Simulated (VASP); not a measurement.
**SnO2: relaxation of cell and atoms with PBEsol**

The system is SnO2.

```
Sn O
1.0
     5.17526    0.00000    0.00000
     0.00000    5.17526    0.00000
     0.00000    0.00000    5.17526
Sn O
4 8
Direct
  0.00000 0.50000 0.50000
  0.50000 0.50000 0.00000
  0.50000 0.00000 0.50000
  0.00000 0.00000 0.00000
  0.33890 0.16110 0.83890
  0.16110 0.83890 0.33890
  0.83890 0.33890 0.16110
  0.66110 0.66110 0.66110
  0.33890 0.33890 0.33890
  0.16110 0.66110 0.83890
  0.83890 0.16110 0.66110
  0.66110 0.83890 0.16110
```

Measurements of this composition are mostly on another form, of space group No. 136.

```
Program                : VASP 6.6.1
Task                   : relaxation of cell and atoms
Functional             : PBEsol
Potentials or basis    : VASP PAW PBE potentials, release 64 (Sn_d, O)
Cutoff                 : 600 eV
k mesh                 : 6 × 6 × 6
Occupations            : gaussian, width 0.03 eV
Spin                   : no spin polarisation
Further INCAR settings : ALGO = Normal; EDIFF = 1e-06; IBRION = 2; EDIFFG = -0.01; NSW = 90; ISIF = 3
```

```
Relaxed volume                         : 11.16 Å³/atom
Relaxed cell                           : a = 5.117 Å, b = 5.117 Å, c = 5.117 Å, α = 90.00°, β = 90.00°, γ = 90.00°
Space group after relaxing (to 0.05 Å) : Pa-3 (No. 205)
Energy gained by relaxing              : 8.5 meV/atom
Ionic steps                            : 7
Pressure after relaxing                : -0.1 GPa
Largest force after relaxing           : 0.009 eV/Å
Band gap on the k mesh                 : 0.82 eV, indirect (least direct gap 0.90 eV)
```

Forces in eV/Å, atoms in the order of the input:
```
Sn   0.000  0.000  0.000
Sn   0.000  0.000  0.000
Sn   0.000  0.000  0.000
Sn   0.000  0.000  0.000
O    0.005 -0.005  0.005
O   -0.005  0.005  0.005
O    0.005  0.005 -0.005
O   -0.005 -0.005 -0.005
O    0.005  0.005  0.005
O   -0.005 -0.005  0.005
O    0.005 -0.005 -0.005
O   -0.005  0.005 -0.005
```

The path:
| step | energy change (eV) | largest force (eV/Å) | pressure (GPa) | volume (Å³) |
| --- | --- | --- | --- | --- |
| 1 | 0.0000 | 0.0212 | -6.74 | 138.61 |
| 2 | 0.0234 | 0.0549 | 8.62 | 129.09 |
| 3 | -0.1023 | 0.0127 | -0.04 | 133.96 |
| 4 | -0.1023 | 0.0135 | 0.09 | 133.86 |
| 5 | -0.1024 | 0.0108 | -0.09 | 133.98 |
| 6 | -0.1024 | 0.0109 | -0.09 | 133.97 |
| 7 | -0.1024 | 0.0092 | -0.07 | 133.96 |

Final structure:
```xyz
12
Lattice="5.1167 0.0000 0.0000 0.0000 5.1167 0.0000 0.0000 0.0000 5.1167" Properties=species:S:1:pos:R:3 pbc="T T T"
Sn    5.1167    2.5584    2.5584
Sn    2.5584    2.5584    0.0000
Sn    2.5584    0.0000    2.5584
Sn    5.1167    0.0000    0.0000
O     1.7345    0.8239    4.2929
O     0.8239    4.2929    1.7345
O     4.2929    1.7345    0.8239
O     3.3822    3.3822    3.3822
O     1.7345    1.7345    1.7345
O     0.8239    3.3822    4.2929
O     4.2929    0.8239    3.3822
O     3.3822    4.2929    0.8239
```

Levels at points of the mesh, in eV from the valence-band top:
```csv
k point,band 48,band 49,band 50,band 51,band 52,band 53,band 54,band 55,band 56,band 57
"(0.00, 0.00, 0.00)",-0.71,-0.28,-0.08,-0.08,-0.08,0.82,6.02,6.02,6.02,7.47
"(0.50, 0.00, 0.00)",-0.73,-0.48,-0.48,-0.01,-0.01,3.90,3.90,5.07,5.07,7.78
"(0.50, 0.50, 0.00)",-1.18,-0.33,-0.33,-0.33,-0.33,4.77,4.77,4.77,4.77,7.90
"(0.50, 0.50, 0.50)",-1.20,-0.66,-0.66,-0.66,-0.66,5.28,5.28,5.28,5.28,7.39
```

Run time: 2.2 min on 4 MPI ranks on Intel(R) Xeon(R) 6975P-C (Granite Rapids), with other jobs on the host, peak memory 0.39 GiB a rank.

Caveat: the PAW data sets were made with another functional, which shifts forces and pressure a little; spin-orbit coupling is left out, which moves the levels of the heavy elements. A k mesh can miss the band edges.
